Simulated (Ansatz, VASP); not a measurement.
# Ge: VASP beside Ansatz

INCAR

```
SYSTEM = Ge
PREC = Accurate
ENCUT = 520
EDIFF = 1E-6
ISMEAR = -1
SIGMA = 0.08
LREAL = .False.
LASPH = .True.
NELM = 80
ALGO = Normal
ISIF = 2
LWAVE = .False.
LCHARG = .True.
GGA = PE
LELF = .True.
LVHAR = .True.
NBANDS = 13
```

The input KPOINTS:

```
Automatic mesh
0
Gamma
  16 16 16
  0 0 0
```

File POSCAR:

```
Ge
1.0
   -1.4873576275      1.4873576275      1.4873576275
    1.4873576275     -1.4873576275      1.4873576275
    1.4873576275      1.4873576275     -1.4873576275
Ge
1
Direct
    0.0000000000      0.0000000000      0.0000000000
```

Input for Ansatz:

```yaml
crystal:
  lattice:
    - [-1.4873576275, 1.4873576275, 1.4873576275]
    - [1.4873576275, -1.4873576275, 1.4873576275]
    - [1.4873576275, 1.4873576275, -1.4873576275]
  atoms:
    - { symbol: Ge, position: [0.0, 0.0, 0.0] }
kpoints:
  mp_grid: { grid: [16, 16, 16] }
scf:
  occupations: { method: fermi_dirac, width: 0.08 }
hamiltonian:
  xc: pbe
  pseudopotentials: { kind: all_electron, lapw: { basis_error: 0.001 } }
output:
  forces: true
  stress: true
  eigenvalues: true
  populations: true
```

Change from the starting cell: volume scaled by 0.68, LAPW.

Alike in both runs: task single point; functional PBE; k mesh 16 × 16 × 16; occupations fermi-dirac, width 0.08 eV; no spin polarisation.

|  | VASP | Ansatz |
| --- | --- | --- |
| version | VASP 6.6.1 | Ansatz 0.2.0 |
| potentials or method | VASP PAW PBE potentials, release 64 (Ge_d) | all-electron LAPW, scalar-relativistic |
| plane-wave cutoff (eV) | 520 | see its input |

```csv
,VASP,Ansatz,Ansatz less VASP
pressure (GPa),57.6,57.7,+0.09
```

Ansatz ran all-electron here, so the differences hold the error of VASP's frozen core and of both bases.

Caveats: so large a pressure means that the cell lies far from this level's equilibrium, or that cutoff or potentials fall short (VASP).
